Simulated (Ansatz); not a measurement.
# Hf2Si: tests of the settings

The task, for Hf2Si: sweep the plane-wave cutoff.

Program: Ansatz 0.2.0. Level of theory: DFT r2SCAN, scalar-relativistic, plane waves, PAW. These are calculated values, not measurements.

3 further runs of the same task are left out: 2 for a known fault of the program, 1 set aside as unsound or not needed. Runs told in other sessions of the task aren't counted.

## Step 1: The structure to begin with

It takes space group I4/mcm (No. 140, tetragonal). Conventional cell: a = 6.551 Å, b = 6.551 Å, c = 5.166 Å, α = 90.00°, β = 90.00°, γ = 90.00°. Hf (site symmetry m2m) is surrounded by 4 Si at 2.79 Å and 3 Hf at 2.90 to 3.11 Å. Around Si (site symmetry 422) lie 2 Si at 2.58 Å and 8 Hf at 2.79 Å.

Coordinates:

```
CELL_PARAMETERS angstrom
-3.27535 3.27535 2.58282
3.27535 -3.27535 2.58282
3.27535 3.27535 -2.58282
ATOMIC_POSITIONS crystal
Hf 0.84351 0.65649 0.50000
Hf 0.34351 0.84351 0.18703
Hf 0.15649 0.34351 0.50000
Hf 0.65649 0.15649 0.81297
Si 0.75000 0.75000 0.00000
Si 0.25000 0.25000 0.00000
```

The structure comes from the Materials Project (structure only); it is used as listed.

## Step 2: The base input

Contents of input.yaml:

```yaml
crystal:
  lattice:
    - [-3.275352224, 3.275352224, 2.582823393]
    - [3.275352224, -3.275352224, 2.582823393]
    - [3.275352224, 3.275352224, -2.582823393]
  atoms:
    - { symbol: Hf, position: [0.84351362, 0.65648638, 0.5] }
    - { symbol: Hf, position: [0.34351362, 0.84351362, 0.18702724] }
    - { symbol: Hf, position: [0.15648638, 0.34351362, 0.5] }
    - { symbol: Hf, position: [0.65648638, 0.15648638, 0.81297276] }
    - { symbol: Si, position: [0.75, 0.75, 0.0] }
    - { symbol: Si, position: [0.25, 0.25, 0.0] }
basis:
  ecutwfc: 500
kpoints:
  mp_grid: { grid: [10, 10, 10] }
hamiltonian:
  xc: r2scan
scf:
  occupations: { method: gaussian, width: 0.1 }
output:
  forces: true
  stress: true
  eigenvalues: true
  populations: true
```

It was run beforehand and gave: -10702.5202 eV/atom at zero smearing, pressure 0.45 GPa, largest force 0.012 eV/Å, no gap on the mesh, in 8 SCF cycles and 76 s.

## Step 3: Plane-wave cutoff: 150 eV

Contents of input.yaml:

```yaml
crystal:
  lattice:
    - [-3.275352224, 3.275352224, 2.582823393]
    - [3.275352224, -3.275352224, 2.582823393]
    - [3.275352224, 3.275352224, -2.582823393]
  atoms:
    - { symbol: Hf, position: [0.84351362, 0.65648638, 0.5] }
    - { symbol: Hf, position: [0.34351362, 0.84351362, 0.18702724] }
    - { symbol: Hf, position: [0.15648638, 0.34351362, 0.5] }
    - { symbol: Hf, position: [0.65648638, 0.15648638, 0.81297276] }
    - { symbol: Si, position: [0.75, 0.75, 0.0] }
    - { symbol: Si, position: [0.25, 0.25, 0.0] }
basis:
  ecutwfc: 150
kpoints:
  mp_grid: { grid: [10, 10, 10] }
hamiltonian:
  xc: r2scan
scf:
  occupations: { method: gaussian, width: 0.1 }
output:
  forces: true
  stress: true
  eigenvalues: true
```

The run is started by

```
> ansatz run input.yaml --threads 1 --pin off --max-ram 2560MiB --backend cpu --events-out ev --progress --plain --runs-dir out
```

## Step 4: Plane-wave cutoff: 200 eV

Edit input.yaml of step 3 so:

```diff
@@ -13,3 +13,3 @@
 basis:
-  ecutwfc: 150
+  ecutwfc: 200
 kpoints:
```

## Step 5: Plane-wave cutoff: 250 eV

Edit input.yaml of step 4 so:

```diff
@@ -13,3 +13,3 @@
 basis:
-  ecutwfc: 200
+  ecutwfc: 250
 kpoints:
```

## Step 6: Plane-wave cutoff: 300 eV

Edit input.yaml of step 5 so:

```diff
@@ -13,3 +13,3 @@
 basis:
-  ecutwfc: 250
+  ecutwfc: 300
 kpoints:
```

## Step 7: Plane-wave cutoff set to 350 eV

Edit input.yaml of step 6 so:

```diff
@@ -13,3 +13,3 @@
 basis:
-  ecutwfc: 300
+  ecutwfc: 350
 kpoints:
```

## Step 8: Plane-wave cutoff set to 380 eV

Edit input.yaml of step 7 so:

```diff
@@ -13,3 +13,3 @@
 basis:
-  ecutwfc: 350
+  ecutwfc: 380
 kpoints:
```

## Step 9: Plane-wave cutoff: 460 eV

Edit input.yaml of step 8 so:

```diff
@@ -13,3 +13,3 @@
 basis:
-  ecutwfc: 380
+  ecutwfc: 460
 kpoints:
```

## Step 10: Plane-wave cutoff set to 520 eV

Edit input.yaml of step 9 so:

```diff
@@ -13,3 +13,3 @@
 basis:
-  ecutwfc: 460
+  ecutwfc: 520
 kpoints:
```

## Step 11: Plane-wave cutoff: 600 eV

Edit input.yaml of step 10 so:

```diff
@@ -13,3 +13,3 @@
 basis:
-  ecutwfc: 520
+  ecutwfc: 600
 kpoints:
```

## Step 12: Plane-wave cutoff: 700 eV

Edit input.yaml of step 11 so:

```diff
@@ -13,3 +13,3 @@
 basis:
-  ecutwfc: 600
+  ecutwfc: 700
 kpoints:
@@ -24 +24,5 @@
   eigenvalues: true
+  write_density: true
+  write_potential: true
+  elf: true
+  volumetric_format: npy
```

## Step 13: Plane-wave cutoff: 850 eV

Edit input.yaml of step 12 so:

```diff
@@ -13,3 +13,3 @@
 basis:
-  ecutwfc: 700
+  ecutwfc: 850
 kpoints:
@@ -24,5 +24 @@
   eigenvalues: true
-  write_density: true
-  write_potential: true
-  elf: true
-  volumetric_format: npy
```

(Steps that only read results are left out.)

What results come out of these runs, taken together?

The runs gave:

| quantity | value |
| --- | --- |
| plane-wave cutoff: within 10 and 1 meV/atom of 850 eV from | 350 eV for 10; 600 eV for 1 |

In words: In the sweep of the plane-wave cutoff, 600 eV already comes within 1 meV/atom of the reference, and so do all later runs, at about 0.53 of the reference's time. That is measured against the best run here, which may itself be short of the limit. Total energies converge more slowly with the cutoff than differences between like structures do. The pressure is off by up to 6.2 GPa. Forces stay within 0.01 eV/Å of the reference from 300 eV on. The runs treat Hf without spin-orbit coupling. In some runs cutoff or mesh lie under the advised values, so their numbers carry a basis error.
